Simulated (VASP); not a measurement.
# GaAs (F-43m) in VASP: further runs

The runs below take GaAs through G0W0 quasiparticle levels, with PBE.

Everything below comes from runs of VASP 6.6.1. Logs are shortened: lines on timing, memory, paths and dates and some standing lists are left out, and cuts for length are marked.

**1. The crystal as given**

The structure is cubic, space group F-43m (No. 216). Conventional cell: a = 5.654 Å, b = 5.654 Å, c = 5.654 Å, α = 90.00°, β = 90.00°, γ = 90.00°. As (site symmetry -43m) is surrounded by 4 Ga at 2.45 Å. Ga (site symmetry -43m) has 4 As at 2.45 Å as nearest neighbours.

**2. G0W0 quasiparticle levels, PBE**

Input file POSCAR:

```
GaAs
1.0
    0.0000000000      2.8268500000      2.8268500000
    2.8268500000      0.0000000000      2.8268500000
    2.8268500000      2.8268500000      0.0000000000
As Ga
1 1
Direct
    0.7500000000      0.7500000000      0.7500000000
    0.0000000000      0.0000000000      0.0000000000
```

Input file INCAR.step1:

```
SYSTEM = GaAs
ALGO     = Normal         ! electronic algorithm
EDIFF    = 1E-8           ! SCF threshold, eV
ENCUT    = 400            ! plane-wave cutoff, eV
GGA      = PE             ! functional
ISMEAR   = 0              ! smearing method
LASPH    = .TRUE.         ! aspherical terms in the spheres
LCHARG   = .FALSE.        ! write CHGCAR
LREAL    = .FALSE.        ! projectors in reciprocal space
LWAVE    = .TRUE.         ! write WAVECAR
NELM     = 60             ! most SCF steps
PREC     = Accurate       ! precision mode
SIGMA    = 0.01           ! smearing width, eV
```

Input file INCAR.step2:

```
SYSTEM = GaAs
ALGO     = Exact          ! electronic algorithm
EDIFF    = 1E-8           ! SCF threshold, eV
ENCUT    = 400            ! plane-wave cutoff, eV
GGA      = PE             ! functional
ISMEAR   = 0              ! smearing method
ISTART   = 1            
LASPH    = .TRUE.         ! aspherical terms in the spheres
LCHARG   = .FALSE.        ! write CHGCAR
LOPTICS  = .TRUE.         ! frequency-dependent dielectric function
LREAL    = .FALSE.        ! projectors in reciprocal space
LWAVE    = .TRUE.         ! write WAVECAR
NBANDS   = 63             ! bands
NELM     = 1              ! most SCF steps
PREC     = Accurate       ! precision mode
SIGMA    = 0.01           ! smearing width, eV
```

Input file INCAR.step3:

```
SYSTEM = GaAs
ALGO     = EVGW0          ! electronic algorithm
EDIFF    = 1E-8           ! SCF threshold, eV
ENCUT    = 400            ! plane-wave cutoff, eV
ENCUTGW  = 150            ! cutoff of the response function
GGA      = PE             ! functional
ISMEAR   = 0              ! smearing method
ISTART   = 1            
LASPH    = .TRUE.         ! aspherical terms in the spheres
LCHARG   = .FALSE.        ! write CHGCAR
LREAL    = .FALSE.        ! projectors in reciprocal space
LWAVE    = .FALSE.        ! write WAVECAR
NBANDS   = 63             ! bands
NBANDSGW = 17           
NELMGW   = 1            
NOMEGA   = 48             ! frequency points
PREC     = Accurate       ! precision mode
PRECFOCK = Fast         
SIGMA    = 0.01           ! smearing width, eV
```

Input file KPOINTS:

```
k-points
0
G
  3 3 3
  0 0 0
```

Potentials or basis: VASP PAW PBE potentials, release 64 (As_GW, Ga_d_GW).

The run is started by

```sh
$ cat potpaw_PBE.64/As_GW/POTCAR potpaw_PBE.64/Ga_d_GW/POTCAR > POTCAR
$ cp INCAR.step1 INCAR
$ mpirun -np 1 vasp_std > vasp.out
$ cp INCAR.step2 INCAR
$ mpirun -np 1 vasp_std > vasp.out
$ cp INCAR.step3 INCAR
$ mpirun -np 1 vasp_std > vasp.out
```

OUTCAR:

```text
SYSTEM = GaAs
   EDIFF = 1E-8
   ENCUT = 400
   ENCUTGW = 150
   GGA = PE
   ISMEAR = 0
   ISTART = 1
   LASPH = .TRUE.
   LREAL = .FALSE.
   NELMGW = 1
   PREC = Accurate
   PRECFOCK = Fast

 Found      4 irreducible k-points:

 Following reciprocal coordinates:
            Coordinates               Weight
  0.000000  0.000000  0.000000      1.000000
  0.333333  0.000000  0.000000      8.000000
  0.333333  0.333333  0.000000      6.000000
 -0.333333  0.333333  0.000000     12.000000
   k-points           NKPTS =      4   k-points in BZ     NKDIM =     27   number of bands    NBANDS=     63
   number of dos      NEDOS =    301   number of ions     NIONS =      2
   total plane-waves  NPLWV =  21952
   dimension x,y,z NGX =    28 NGY =   28 NGZ =   28
   dimension x,y,z NGXF=    56 NGYF=   56 NGZF=   56
   ions per type =               1   1
   NGX,Y,Z   is equivalent  to a cutoff of  11.64, 11.64, 11.64 a.u.
   NGXF,Y,Z  is equivalent  to a cutoff of  23.29, 23.29, 23.29 a.u.
 SYSTEM =  GaAs
   PREC   = accura    normal or accurate (medium, high low for compatibility)
   ISTART =      1    job   : 0-new  1-cont  2-samecut
   ICHARG =      0    charge: 1-file 2-atom 10-const
   ISPIN  =      1    spin polarized calculation?
   LNONCOLLINEAR =      F non collinear calculations
   LSORBIT =      F    spin-orbit coupling
   LASPH  =      T    aspherical Exc in radial PAW
   ENCUT  =  400.0 eV  29.40 Ry    5.42 a.u.   6.52  6.52  6.52*2*pi/ulx,y,z
   NELM   =     60;   NELMIN=  2; NELMDL=  0     # of ELM steps
   EDIFF  = 0.1E-07   stopping-criterion for ELM
   LREAL  =      F    real-space projection
   EDIFFG = 0.1E-06   stopping-criterion for IOM
   NSW    =      0    number of steps for IOM
   IBRION =     -1    ionic relax: 0-MD 1-quasi-New 2-CG
   NFREE  =      0    steps in history (QN), initial steepest desc. (CG)
   ISIF   =      0    stress and relaxation
   ISYM   =      3    0-nonsym 1-usesym 2-fastsym
   POTIM  = 0.5000    time-step for ionic-motion
   TEBEG  =    0.0;   TEEND  =   0.0 temperature during run
   PSTRESS=    0.0 pullay stress
   NELECT =      18.0000    total number of electrons
   NUPDOWN=      -1.0000    fix difference up-down
   EMIN   =  10.00;   EMAX   =-10.00  energy-range for DOS
   EFERMI =   0.00;   METHOD = LEGACY
   ISMEAR =     0;   SIGMA  =   0.01  broadening in eV -4-tet -1-fermi 0-gaus
   EFERMI_NEDOS =   21; number of points for ismear=-14 and -15
   IALGO  =     38    algorithm
   IMIX   =      4    mixing-type and parameters
     AMIX     =   0.40;   BMIX     =  1.00
     AMIX_MAG =   1.60;   BMIX_MAG =  1.00
  volume/ion in A,a.u.               =      22.59       152.44
  Fermi-wavevector in a.u.,A,eV,Ry     =   1.204628  2.276417 19.743799  1.451128
  Thomas-Fermi vector in A             =   2.340347
   LORBIT       =      0    0 simple, 1 ext, 2 COOP (PROOUT), +10 PAW based schemes
   GGA     = PE    functional components
   LHFCALC =     T    Hartree Fock is set to
   PRECFOCK=fast      Normal, Fast or Accurate (Low or Medium for compatibility)
   ENCUT4O =  -1.0   cutoff for four orbital integrals eV
   NKREDX  =     1    reduce k-point grid by
   NKREDY  =     1    reduce k-point grid by
   NKREDZ  =     1    reduce k-point grid by
   AEXX    =    1.0000 exact exchange contribution
   HFSCREEN=    0.0000 screening length (either q_TF or 0.3 A-1)
   HFSCREENC=   0.0000 screening length for correlation (either q_TF or 0.3 A-1)
   ENCUTFOCK=  -1.0 apply spherical cutoff to Coloumb kernel
   IVDW    =     0    specifies the selected vdW correction
   LEPSILON=     F    determine dielectric tensor
   LRPA    =     F    only Hartree local field effects (RPA)
   LRPAFORCE           =     F    calculate RPA forces
   ENCUTGW             = 150.0    cutoff for response function in eV
   ENCUTGWSOFT         = 120.0    soft cutoff for Coulomb kernel in GW response function in eV
   ENCUTLF             =  -1.0    cutoff for local field effects
   NELMGW              =     1    number of iterations in solving QP/BSE equation
   NELMHF              =     1    number of iterations in the inner HF iteration
   NKREDLFX            =     1    NKREDLFY  =   1   NKREDLFZ  =   1
 non-spin polarized calculation
 Gauss-broadening in eV      SIGMA  =   0.01
  energy-cutoff  :      400.00
  volume of cell :       45.18
 maximum number of plane-waves:       869
 NGX is ok and might be reduce to    28
  NGX = 16; NGY = 16; NGZ = 16
   NGX = 13   NGY = 13   NGZ = 13
 maximum number of plane-waves:       194

 QP shifts <psi_nk| G(iteration)W_0 |psi_nk>: iteration 1
 for sc-GW calculations column KS-energies equals QP-energies in previous step
 and V_xc(KS)=  KS-energies - (<T + V_ion + V_H > + <T+V_H+V_ion>^1  + <V_x>^1)

 k-point   1 :       0.0000    0.0000    0.0000
  band No.  KS-energies  QP-energies   sigma(KS)   V_xc(KS)     V^pw_x(r,r')   Z            occupation Imag(sigma)

      1     -10.9716     -13.2724     -25.0777     -21.7145     -35.0598       0.6841       2.0000       0.3551
      2     -10.9716     -13.2724     -25.0777     -21.7145     -35.0598       0.6841       2.0000       0.3551
      3     -10.9716     -13.2724     -25.0777     -21.7145     -35.0598       0.6841       2.0000       0.3551
      4     -10.8964     -13.2163     -25.2000     -21.8114     -35.1525       0.6846       2.0000       0.3222
      5     -10.8964     -13.2163     -25.2000     -21.8114     -35.1525       0.6846       2.0000       0.3222
      6      -8.7616      -9.1120     -11.6289     -11.1302     -18.0691       0.7027       2.0000       1.1577
[... 9 lines left out ...]
     16      14.0008      14.1648      -9.6014      -9.8149      -4.4889       0.7679       0.0000      -0.3143
     17      15.4487      15.3754      -7.7344      -7.6400      -2.1671       0.7768       0.0000      -0.4704

 k-point   2 :       0.3333    0.0000    0.0000
  band No.  KS-energies  QP-energies   sigma(KS)   V_xc(KS)     V^pw_x(r,r')   Z            occupation Imag(sigma)

      1     -11.0273     -13.2711     -24.7143     -21.4312     -34.6345       0.6834       2.0000       0.3750
      2     -10.9552     -13.2640     -25.1094     -21.7419     -35.0916       0.6856       2.0000       0.3522
      3     -10.9552     -13.2640     -25.1094     -21.7419     -35.0916       0.6856       2.0000       0.3522
      4     -10.8934     -13.2180     -25.2031     -21.8156     -35.1604       0.6862       2.0000       0.3213
      5     -10.8934     -13.2180     -25.2031     -21.8156     -35.1604       0.6862       2.0000       0.3213
      6      -7.6090      -7.9561     -12.2135     -11.7141     -18.3622       0.6951       2.0000       0.9509
[... 9 lines left out ...]
     16      13.5616      13.6432      -9.1789      -9.2855      -3.9859       0.7652       0.0000      -0.3394
     17      17.4297      17.6455      -9.1099      -9.3924      -3.0326       0.7637       0.0000      -0.6783

 k-point   3 :       0.3333    0.3333    0.0000
  band No.  KS-energies  QP-energies   sigma(KS)   V_xc(KS)     V^pw_x(r,r')   Z            occupation Imag(sigma)

      1     -11.0544     -13.2826     -24.6610     -21.3950     -34.5827       0.6822       2.0000       0.3793
      2     -10.9349     -13.2537     -25.1659     -21.7894     -35.1563       0.6868       2.0000       0.3486
      3     -10.9349     -13.2537     -25.1659     -21.7894     -35.1563       0.6868       2.0000       0.3486
      4     -10.9138     -13.2202     -25.1337     -21.7557     -35.0757       0.6828       2.0000       0.3238
      5     -10.8857     -13.2143     -25.2156     -21.8300     -35.1772       0.6878       2.0000       0.3190
      6      -7.1937      -7.5349     -12.2871     -11.7990     -18.2756       0.6990       2.0000       0.8899
[... 9 lines left out ...]
     16      17.0272      17.1920      -8.8591      -9.0757      -2.9007       0.7607       0.0000      -0.6201
     17      19.2176      19.1957      -8.4245      -8.3960      -2.4709       0.7677       0.0000      -0.7791

 k-point   4 :      -0.3333    0.3333    0.0000
  band No.  KS-energies  QP-energies   sigma(KS)   V_xc(KS)     V^pw_x(r,r')   Z            occupation Imag(sigma)

      1     -11.0575     -13.2749     -24.6131     -21.3612     -34.5285       0.6819       2.0000       0.3840
      2     -10.9410     -13.2554     -25.1401     -21.7625     -35.1175       0.6852       2.0000       0.3443
      3     -10.9334     -13.2543     -25.1634     -21.7908     -35.1547       0.6882       2.0000       0.3495
      4     -10.9024     -13.2184     -25.1745     -21.7897     -35.1271       0.6842       2.0000       0.3219
      5     -10.8920     -13.2176     -25.1996     -21.8151     -35.1577       0.6871       2.0000       0.3198
      6      -6.4241      -6.7476     -12.7684     -12.3068     -18.5464       0.7007       2.0000       0.7812
[... 9 lines left out ...]
     16      18.2112      18.3643      -8.7522      -8.9501      -2.7254       0.7735       0.0000      -0.7132
     17      18.6244      18.6575      -8.2261      -8.2683      -2.3578       0.7849       0.0000      -0.7123
```

OUTCAR.step1:

```text
SYSTEM = GaAs
   EDIFF = 1E-8
   ENCUT = 400
   GGA = PE
   ISMEAR = 0
   LASPH = .TRUE.
   LREAL = .FALSE.
[... 171 lines left out ...]
      4.24027      4.24027      4.24027        -0.000000     -0.000000      0.000000
      0.00000      0.00000      0.00000         0.000000      0.000000     -0.000000
 -----------------------------------------------------------------------------------
    total drift:                               -0.000017     -0.000017     -0.000017

  FREE ENERGIE OF THE ION-ELECTRON SYSTEM (eV)
  ---------------------------------------------------
  free  energy   TOTEN  =        -7.6537575100 eV

  energy  without entropy=       -7.6537575100  energy(sigma->0) =       -7.65375751
```

Run time: 26 s. Hardware: 1 thread of Intel Xeon Platinum 8488C (Sapphire Rapids), shared host; peak memory 0.24 GiB.

The run converged, but a check on its numbers failed (symmetry, net force, bounds or a known fault of this set-up), so they aren't taken as properties of the crystal.

Caveat: the k mesh is coarse (spacing up to 0.64 Å⁻¹), so the values aren't converged; the cutoff lies under the usual one of these potentials, so the numbers hold a large basis-set error; bands, screening cutoff and mesh are small and nothing is extrapolated, so the quasiparticle values aren't converged.

(Part 1 of 2 ends here.)
